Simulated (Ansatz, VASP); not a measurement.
**Cross-check of Au (Au wire along [100], 4 atoms a period) between VASP and Ansatz**

Aim: how closely do two programs agree when they are given the same cell, functional and k mesh? The structure shown is the start of the Ansatz relaxation below; VASP solves that cell, so the two are compared at the walk's first step.

Calculated with Ansatz 0.2.0; plane waves, with VASP 6.6.1 beside it; single point at PBE.

**1. The structure**

The cell holds 4 atoms: 4 Au. Its edges and angles: a = 8.880 Å, b = 8.880 Å, c = 4.160 Å, α = 90.0°, β = 90.0°, γ = 90.0°. Vacuum lies along a and b. The structure's axis is c.

**2. Ansatz: relaxation, PBE**

Ansatz runs on its PAW soft_1 files.

The two programs are compared at the cell with which this relaxation starts, whose forces are those of its first step.

The input, input.yaml:

```yaml
crystal:
  lattice:
    - [8.88, 0.0, 0.0]
    - [0.0, 8.88, 0.0]
    - [0.0, 0.0, 4.16]
  atoms:
    - { symbol: Au, position: [0.382882883, 0.382882883, 0.0] }
    - { symbol: Au, position: [0.617117117, 0.617117117, 0.0] }
    - { symbol: Au, position: [0.382882883, 0.617117117, 0.5] }
    - { symbol: Au, position: [0.617117117, 0.382882883, 0.5] }
kpoints:
  mp_grid: { grid: [1, 1, 20] }
scf:
  occupations: { method: fermi_dirac, width: 0.05 }
hamiltonian:
  xc: pbe
  pseudopotentials: { kind: paw, azcp: { folder: soft_1 } }
relax:
  cell: { fix: [a, b, alpha, beta, gamma] }
  max_steps: 45
  f_tol: 0.03
```

Started as:

```bash
ansatz run input.yaml --threads 4 --pin off --max-ram 16384MiB --backend cpu --events-out ev --progress --plain --runs-dir out
```

Numbers of over 12 decimals in the logs are rounded to 6 here.

The program printed:

```text
Engine: ansatz 0.2.0, x86_64-unknown-linux-gnu
Pseudopotentials: kind: paw
Pseudopotential: Au, paw, valence charge 19, recommended cutoff 420 eV (normal), soft_1/Au.paw.azcp
Functional definition: PBE
  parameter kappa = 0.804
  parameter beta = 0.066725
  exchange = pbe_x(kappa = kappa, mu = beta*pi^2/3)
  correlation = pbe_c(beta = beta)
Crystal: 4 atoms, lattice volume = 328.034 Å³
Basis set: ecut = 420 eV, 6381 PW (Γ), exchange–correlation on 120×120×60 points (8 copies of the dense FFT grid, shifted against one another)
Bands: 46, of which v1, the nominal top of the filled ones, is band 38 counted from 1 (37 counted from 0)
Symmetry: 16 space group operations
Space group: P42/mcm (ITA 132), of the structure as read, at distance tolerance 6.9e-5 Å
k-points: 11 of 20
Non-local potential: Au, projectors of the file, l = 0: 3, l = 1: 2, l = 2: 2, l = 3: 1
PAW form: soft (Blöchl's): semilocal exchange-correlation on the pseudo side does not see the compensation charge
PAW one-centre angular grid: Au, 590 points (default); XC on 64 Gauss nodes
Initial density: superposition of atomic densities (neutral atoms: chi_scale 0, normalization atom)
Initial wavefunctions: pseudopotential atomic-orbital guess
Functional: x = pbe(κ = 0.804, μ = 0.219515), c = pbe(β = 0.066725)
iter 1 solved again at ethr=2.32e-3 eV; its pass at ethr=3.10e-3 eV (dr2=1.76e0 eV) is discarded
SCF iter   1: F=—  HF=-52600.489553 eV  |F-HF|=—  |Δ(HF+E_count)|=         —  Δρ=1.97e-2  dr2=1.83e0  ethr=2.32e-3  ⟨swp⟩=1.0  Hψ=2615  notcnv=0
preconditioner: auto → LDOS  [metal: Δε(μ)=0.053 eV  Ē_g=6.012 eV  σ=0.050 eV  W_gap=0.26  n_scr=54 (ndim 8)  ℏωp=13.6 eV  f_vac=0.628  D(μ)=3.38/eV (n_scr^D=8)  β→1.0]
SCF iter   2: F=—  HF=-52600.481418 eV  |F-HF|=—  |Δ(HF+E_count)|=   8.14e-3  Δρ=2.02e-2  dr2=1.72e0  ethr=2.32e-3  ⟨swp⟩=3.0  Hψ=1136  notcnv=0
SCF iter   3: F=—  HF=-52599.985294 eV  |F-HF|=—  |Δ(HF+E_count)|=   4.96e-1  Δρ=2.27e-3  dr2=2.26e-2  ethr=2.26e-3  ⟨swp⟩=2.0  Hψ=905  notcnv=0  defer=19
SCF iter   4: F=—  HF=-52599.985658 eV  |F-HF|=—  |Δ(HF+E_count)|=   3.64e-4  Δρ=1.23e-3  dr2=9.60e-3  ethr=2.97e-5  ⟨swp⟩=2.1  Hψ=907  notcnv=0  defer=17
SCF iter   5: F=—  HF=-52599.984477 eV  |F-HF|=—  |Δ(HF+E_count)|=   1.18e-3  Δρ=3.37e-4  dr2=2.96e-4  ethr=1.26e-5  ⟨swp⟩=2.0  Hψ=789  notcnv=0  defer=17
SCF iter   6: F=—  HF=-52599.984723 eV  |F-HF|=—  |Δ(HF+E_count)|=   2.46e-4  Δρ=7.87e-5  dr2=1.71e-5  ethr=3.89e-7  ⟨swp⟩=2.0  Hψ=758  notcnv=0  defer=17
SCF iter   7: F=—  HF=-52599.984733 eV  |F-HF|=—  |Δ(HF+E_count)|=   9.60e-6  Δρ=1.22e-5  dr2=3.38e-7  ethr=2.25e-8  ⟨swp⟩=2.0  Hψ=740  notcnv=0  defer=17
SCF iter   8: F=-52599.984733 eV  HF=-52599.984733 eV  |F-HF|=2.66e-9  |Δ(HF+E_count)|=   5.77e-7  Δρ=3.47e-6  dr2=2.84e-8  ethr=1.32e-10  ⟨swp⟩=5.0  Hψ=1752  notcnv=0
SCF 1 converged in 8 iterations: F = -52599.984733 eV  dr2 = 2.84e-8
  greatest PAW one-centre occupation: 1.000 electrons in one spin orbital (limit 2), on the Au atom at site 3 (counted from 0), in its partial waves of l = 0
relax step   1: F+E_penalty+E_count = -52599.98473334 eV  Δ(F+E_penalty+E_count) = +0.000e0 eV  max|allowed force component| = 7.533e-1 eV/Å  Δτ_max = 0.0000 Å  P = -2.138 GPa  Ω = 328.034 Å³  fix = [a, b, alpha, beta, gamma]  reactions: a -1.450, b -1.450 GPa  (8 SCF iters, dr2 threshold 1.00e-7 eV, accepted)
[...]
relax step  10: F+E_penalty+E_count = -52602.02809357 eV  Δ(F+E_penalty+E_count) = -8.702e-2 eV  max|allowed force component| = 1.219e-1 eV/Å  Δτ_max = 0.0002 Å  P = -0.550 GPa  Ω = 217.119 Å³  energy of the carried Pulay correction = +1.129e-2 eV  fix = [a, b, alpha, beta, gamma]  reactions: a -0.209, b -0.209 GPa  (6 SCF iters, dr2 threshold 4.00e-7 eV, accepted)
[...]
relax step  11: F+E_penalty+E_count = -52602.04009818 eV  Δ(F+E_penalty+E_count) = -1.200e-2 eV  max|allowed force component| = 5.627e-3 eV/Å  Δτ_max = 0.0117 Å  P = +0.119 GPa  Ω = 215.338 Å³  energy of the carried Pulay correction = +1.155e-2 eV  fix = [a, b, alpha, beta, gamma]  reactions: a +0.223, b +0.223 GPa  (5 SCF iters, dr2 threshold 4.00e-7 eV, accepted)
[...]
relax step  12: F+E_penalty+E_count = -52602.04016448 eV  Δ(F+E_penalty+E_count) = -6.630e-5 eV  max|allowed force component| = 8.668e-4 eV/Å  Δτ_max = 0.0005 Å  P = +0.164 GPa  Ω = 215.195 Å³  energy of the carried Pulay correction = +1.157e-2 eV  fix = [a, b, alpha, beta, gamma]  reactions: a +0.247, b +0.247 GPa  (5 SCF iters, dr2 threshold 1.91e-8 eV, accepted)
[...]
relax step  13: F+E_penalty+E_count = -52602.03682000 eV  Δ(F+E_penalty+E_count) = +3.344e-3 eV  max|allowed force component| = 1.406e-3 eV/Å  Δτ_max = 0.0000 Å  P = +0.152 GPa  Ω = 215.195 Å³  fix = [a, b, alpha, beta, gamma]  reactions: a +0.236, b +0.236 GPa  stress off target by 1.50e-2 GPa on what of the cell is left free  SCF on the basis re-selected at this cell (its energy is not comparable with the rows above)  (7 SCF iters)
basis re-selected at this cell: Δ(F+E_penalty+E_count) = +3.344e-3 eV, ΔP = -0.012 GPa vs the last step (what re-selecting the basis moved, of the pressure what is left beyond the Pulay correction that the steps carried, after the strain that the cell walked since its last selection, with what the two solves' SCF thresholds leave and, on support functions, any second-order correction that the steps lacked; it is no measure of the basis error at this ecutwfc). The dense FFT grid was sized anew with the basis: this SCF ran on 60×60×20 points, the steps before it on 60×60×30, so part of this shift can come from that change (see relax.cell in the input reference). [rest of the remark cut]
SCF converged after 7 iterations
Free energy (F): -52602.036820 eV
Harris-Foulkes:  -52602.036820 eV  (|F-HF|=7.28e-12)
Internal energy: -52602.025375 eV  (E = F + TS)
E sigma→0 (E₀):  -52602.031098 eV
Entropy (-TS):   -0.011445 eV (-2.861 meV/atom)
Fermi energy:    2.902751 eV
--- Per-component energies (eV) ---
  E_band       = -2098.171862
  E_kinetic    = 2313.490712
  E_local      = -25280.994036  (includes V_loc(G=0)·N_el)
  E_nonlocal   = 393.603661
  E_hartree    = 11552.693063
  E_xc         = -856.734643
  E_vxc        = -1039.180863  (∫ρ·V_xc dr)
  E_paw        = -38929.347422  (= ΣΔE_a)
  E_vpaw       = -1590.484166  (= ΣTr[D̂ρ^β])
  E_aug_tail   = 0.006498  (compensation charges beyond the density's cutoff)
  E_ewald      = -1794.743207
  E_smearing   = -0.011445  (= −TS)
  E_closure    = -0.000000  (closes the sum)
  Σ components = -52602.036820   (vs F -52602.036820, Δ=0.00e0)
--- Forces (eV/Å), atoms counted from 1 ---
  atom   1  Au    -0.00140628    -0.00140628     0.00000000
  atom   2  Au     0.00140628     0.00140628     0.00000000
  atom   3  Au    -0.00140628     0.00140628     0.00000000
  atom   4  Au     0.00140628    -0.00140628     0.00000000
  max |Σ_I F_I| component: 6.51e-19 eV/Å
--- Stress (GPa, compression-positive) ---
        0.236002       0.000000       0.000000
        0.000000       0.236002       0.000000
        0.000000       0.000000      -0.015010
  P = ⅓ Tr σ = 0.1523 GPa (1.523 kbar)
--- Relaxed structure (12 steps of the walk, 12 accepted, 1 SCFs on fresh bases) ---
  F+E_penalty+E_count = -52602.03682000 eV   max|allowed force component| = 1.406e-3 eV/Å   (the final SCF, on the basis selected at the relaxed cell)
  cell:  # Å, volume = 215.1953 Å³
    - [8.88, 0.0, 0.0]
    - [0.0, 8.88, 0.0]
    - [0.0, 0.0, 2.729020]
  atoms:
    - { symbol: Au, position: [0.359545, 0.359545, 0.0] }
    - { symbol: Au, position: [0.640455, 0.640455, 0.0] }
    - { symbol: Au, position: [0.359545, 0.640455, 0.5] }
    - { symbol: Au, position: [0.640455, 0.359545, 0.5] }
```

**3. VASP: single point, PBE, start cell**

The same cell, functional, mesh and smearing now go to VASP, with its own data sets.

Lines of VASP's logs that name or quote its potential files are left out, and so is its time.

The input, INCAR:

```
SYSTEM = Au
PREC = Accurate
ENCUT = 400
EDIFF = 1E-06
NELM = 120
ISMEAR = -1
SIGMA = 0.05
LREAL = .FALSE.
ALGO = Normal
GGA = PE
NBANDS = 28
LASPH = .TRUE.
LORBIT = 11
LWAVE = .FALSE.
LCHARG = .FALSE.
ISIF = 2
GGA_COMPAT = .FALSE.
KPAR = 2
```

The input, POSCAR:

```
Au
1.0
    8.8800000000      0.0000000000      0.0000000000
    0.0000000000      8.8800000000      0.0000000000
    0.0000000000      0.0000000000      4.1600000000
Au
4
Direct
    0.3828828829      0.3828828829      0.0000000000
    0.6171171171      0.6171171171      0.0000000000
    0.3828828829      0.6171171171      0.5000000000
    0.6171171171      0.3828828829      0.5000000000
```

The input, KPOINTS:

```
Automatic mesh
0
Gamma
1 1 20
0 0 0
```

PAW data sets: Au (PBE family, release 64).

Started as:

```bash
mpirun -np 2 vasp_std
```

The program printed:

```text
[banner, memory and clock lines left out]
running    2 mpi-ranks, on    1 nodes
 distrk:  each k-point on    1 cores,    2 groups
 distr:  one band on    1 cores,    1 groups

 POSCAR found type information on POSCAR Au
 POSCAR found :  1 types and       4 ions
 LDA part: xc-table for (Slater+PW92), standard interpolation
 POSCAR, INCAR and KPOINTS ok, starting setup
 FFT: planning ... GRIDC
 FFT: planning ... GRID_SOFT
 FFT: planning ... GRID
 WAVECAR not read
 entering main loop
       N       E                     dE             d eps       ncg     rms          rms(c)
DAV:   1     0.256751473027E+03    0.25675E+03   -0.14564E+04   616   0.100E+03
DAV:   2     0.126984107984E+02   -0.24405E+03   -0.22597E+03   852   0.196E+02
DAV:   3    -0.823495871690E+01   -0.20933E+02   -0.20344E+02   728   0.588E+01
DAV:   4    -0.856369764882E+01   -0.32874E+00   -0.32825E+00   668   0.790E+00
DAV:   5    -0.857228365679E+01   -0.85860E-02   -0.85857E-02   736   0.132E+00    0.699E+00
DAV:   6    -0.807112151662E+01    0.50116E+00   -0.16786E+00   640   0.774E+00    0.500E+00
DAV:   7    -0.805048952911E+01    0.20632E-01   -0.11769E-01   640   0.167E+00    0.265E+00
DAV:   8    -0.804933291712E+01    0.11566E-02   -0.60092E-03   624   0.468E-01    0.694E-02
DAV:   9    -0.804941295547E+01   -0.80038E-04   -0.45312E-04   664   0.137E-01    0.432E-02
DAV:  10    -0.804952314838E+01   -0.11019E-03   -0.23122E-04   628   0.771E-02    0.421E-02
DAV:  11    -0.804952769240E+01   -0.45440E-05   -0.75121E-05   632   0.428E-02    0.147E-02
DAV:  12    -0.804953807767E+01   -0.10385E-04   -0.54575E-06   624   0.126E-02    0.395E-03
DAV:  13    -0.804955031705E+01   -0.12239E-04   -0.23545E-06   488   0.605E-03    0.268E-03
DAV:  14    -0.804955808662E+01   -0.77696E-05   -0.14133E-06   488   0.506E-03    0.156E-03
DAV:  15    -0.804955837234E+01   -0.28572E-06   -0.73591E-08   396   0.151E-03
   1 F= -.80495584E+01 E0= -.80367782E+01  d E =-.255604E-01
```

OUTCAR, selected parts (step 3):

```text
ion  position               nearest neighbor table
   1  0.383  0.383  0.000-   2 2.94   3 2.94   4 2.94   3 2.94   4 2.94
   2  0.617  0.617  0.000-   1 2.94   3 2.94   4 2.94   3 2.94   4 2.94
   3  0.383  0.617  0.500-   4 2.94   2 2.94   1 2.94   1 2.94   2 2.94
   4  0.617  0.383  0.500-   3 2.94   2 2.94   1 2.94   1 2.94   2 2.94

  LATTYP: Found a simple tetragonal cell.
 ALAT       =     8.8800000000
 C/A-ratio  =     0.4684684685

 Subroutine GETGRP returns: Found 16 space group operations
 (whereof  8 operations were pure point group operations)

The static configuration has the point symmetry D_2h.
 The point group associated with its full space group is D_4h.

 Found     11 irreducible k-points:

   k-points           NKPTS =     11   k-points in BZ     NKDIM =     11   number of bands    NBANDS=     28

   dimension x,y,z NGX =    60 NGY =   60 NGZ =   28
   dimension x,y,z NGXF=   120 NGYF=  120 NGZF=   56

   ENCUT  =  400.0 eV  29.40 Ry    5.42 a.u.  14.48 14.48  6.78*2*pi/ulx,y,z

   NELECT =      44.0000    total number of electrons

 k-points in reciprocal lattice and weights: Automatic mesh
   0.00000000  0.00000000  0.00000000       0.050
   0.00000000  0.00000000  0.05000000       0.100
   0.00000000  0.00000000  0.10000000       0.100
   0.00000000  0.00000000  0.15000000       0.100
   0.00000000  0.00000000  0.20000000       0.100
   0.00000000  0.00000000  0.25000000       0.100
   0.00000000  0.00000000  0.30000000       0.100
   0.00000000  0.00000000  0.35000000       0.100
   0.00000000  0.00000000  0.40000000       0.100
   0.00000000  0.00000000  0.45000000       0.100
   0.00000000  0.00000000  0.50000000       0.050

 average (electrostatic) potential at core
       1 -74.4313       2 -74.4313       3 -74.4313       4 -74.4313

 E-fermi :  -2.2948

 k-point     1 :       0.0000    0.0000    0.0000
  band No.  band energies     occupation
    ...
     19      -3.9243      2.00000
     20      -3.8537      2.00000
     21      -3.4192      2.00000
     22      -2.6601      1.99866
     23      -2.6601      1.99866
     24      -0.0563      0.00000
     25       0.5134      0.00000
     26       0.7264      0.00000
     27       3.2831      0.00000
     28       3.2831      0.00000

 k-point     2 :       0.0000    0.0000    0.0500
  band No.  band energies     occupation
    ...
     19      -3.9211      2.00000
     20      -3.8554      2.00000
     21      -3.4411      2.00000
     22      -2.6393      1.99797
     23      -2.6393      1.99797
     24      -0.0606      0.00000
     25       0.5403      0.00000
     26       0.7690      0.00000
     27       3.1804      0.00000
     28       3.3002      0.00000

 k-point     3 :       0.0000    0.0000    0.1000
  band No.  band energies     occupation
    ...
     19      -3.9165      2.00000
     20      -3.8593      2.00000
     21      -3.5024      2.00000
     22      -2.5763      1.99285
     23      -2.5763      1.99285
     24      -0.0834      0.00000
     25       0.6197      0.00000
     26       0.8933      0.00000
     27       2.6328      0.00000
     28       3.3456      0.00000

  Total       -3.0274884     -3.0274884     -7.2508515      0.0000000      0.0000000      0.0000000
  in kB      -14.7867869    -14.7867869    -35.4144361      0.0000000      0.0000000      0.0000000
  external PRESSURE =     -21.6626700 kB  Pullay stress =       0.0000000 kB

  energy-cutoff  :      400.00
  volume of cell :      328.03
      direct lattice vectors                 reciprocal lattice vectors
     8.880000000  0.000000000  0.000000000     0.112612613  0.000000000  0.000000000
     0.000000000  8.880000000  0.000000000     0.000000000  0.112612613  0.000000000
     0.000000000  0.000000000  4.160000000     0.000000000  0.000000000  0.240384615

 POSITION                                       TOTAL-FORCE (eV/Angst)
 -----------------------------------------------------------------------------------
      3.40000      3.40000      0.00000         0.755412      0.755412     -0.000000
      5.48000      5.48000      0.00000        -0.755412     -0.755412      0.000000
      3.40000      5.48000      2.08000         0.755412     -0.755412      0.000000
      5.48000      3.40000      2.08000        -0.755412      0.755412      0.000000
 -----------------------------------------------------------------------------------
    total drift:                                0.000000     -0.000000     -0.000000

  FREE ENERGIE OF THE ION-ELECTRON SYSTEM (eV)
  ---------------------------------------------------
  free  energy   TOTEN  =        -8.0495583723 eV

  energy  without entropy=       -8.0239979747  energy(sigma->0) =       -8.03677817

 total charge
# of ion       s       p       d       tot
------------------------------------------
    1        0.517   0.122   8.851   9.490
    2        0.517   0.122   8.851   9.490
    3        0.517   0.122   8.851   9.490
    4        0.517   0.122   8.851   9.490
--------------------------------------------------
tot          2.068   0.486  35.405  37.959

[... 3 further parts left out ...]
```

**4. Differences**

Known differences besides the potentials themselves: the data sets hold 76 valence electrons in Ansatz (on its PAW soft_1 files) and 44 in VASP; the cutoff is 420 eV in Ansatz and 400 eV in VASP. Total energies have different zeros and are not compared.

Forces (eV/Å; atoms numbered as in POSCAR):

| atom | Ansatz x, y, z | VASP x, y, z |
| --- | --- | --- |
| Au1 | 0.753, 0.753, 0.000 | 0.755, 0.755, 0.000 |
| Au2 | -0.753, -0.753, 0.000 | -0.755, -0.755, 0.000 |
| Au3 | 0.753, -0.753, 0.000 | 0.755, -0.755, 0.000 |
| Au4 | -0.753, 0.753, 0.000 | -0.755, 0.755, 0.000 |

The forces differ by 1.8 meV/Å r.m.s., which is 0.3 % of the r.m.s. force of 0.617 eV/Å (both taken over all components).

**5. Summary of results**

| Item | Value |
| --- | --- |
| r.m.s. force difference (single point, PBE, start cell) | 0.29 % of the r.m.s. force |

What this shows: The r.m.s. force difference is 0.29 % of the r.m.s. force (single point, PBE, start cell), within the 3 % picked in this series as the mark of a large difference. The data sets hold unlike numbers of valence electrons (76 in Ansatz and 44 in VASP), so part of the differences comes from the potentials. How closely two codes agree says nothing of how well the functional describes the real material.

[Lines on the potential files, build, host, timing and source positions are cut from VASP's logs without a mark.]

[Logs are printed without paths, hosts, clocks, repeated set-up lines and the standing remarks that a program may print on its own settings, such as how far it seeks lower states.]

[Hosts, paths, dates, database ids (printed as entryN), source tags and the programs' standing remarks are cut or masked in the printed files.]
